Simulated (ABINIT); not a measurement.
Ta2N in ABINIT: the effect of target pressure

Crystal: Ta2N.

```
CELL_PARAMETERS angstrom
3.11286 0.00000 0.00000
-1.55643 2.69582 0.00000
0.00000 0.00000 4.86984
ATOMIC_POSITIONS crystal
Ta 0.33333 0.66667 0.25471
Ta 0.66667 0.33333 0.74529
N 0.00000 0.00000 0.00000
```

The cell comes from a database or a generator and needn't be the stable form of this composition.

Alike in all runs:

- Program: ABINIT 10.8.3 (patched build)
- Task: relaxation of cell and atoms
- Functional: PBE
- Potentials or basis: JTH PAW PBE v2.0
- Cutoff: 707 eV
- k mesh: 8 × 8 × 5
- Occupations: fermi-dirac, width 0.05 eV
- Spin: no spin polarisation

Each run relaxes the cell or the atoms first.

One run gave: relaxed volume 12.73 Å³/atom. Which target pressure did it use?
A. 0 GPa
B. 5 GPa
C. 10 GPa
D. 20 GPa

D.

```tsv
target pressure	relaxed volume (Å³/atom)
0 GPa	13.57
5 GPa	13.33
10 GPa	13.11
20 GPa	12.73
```
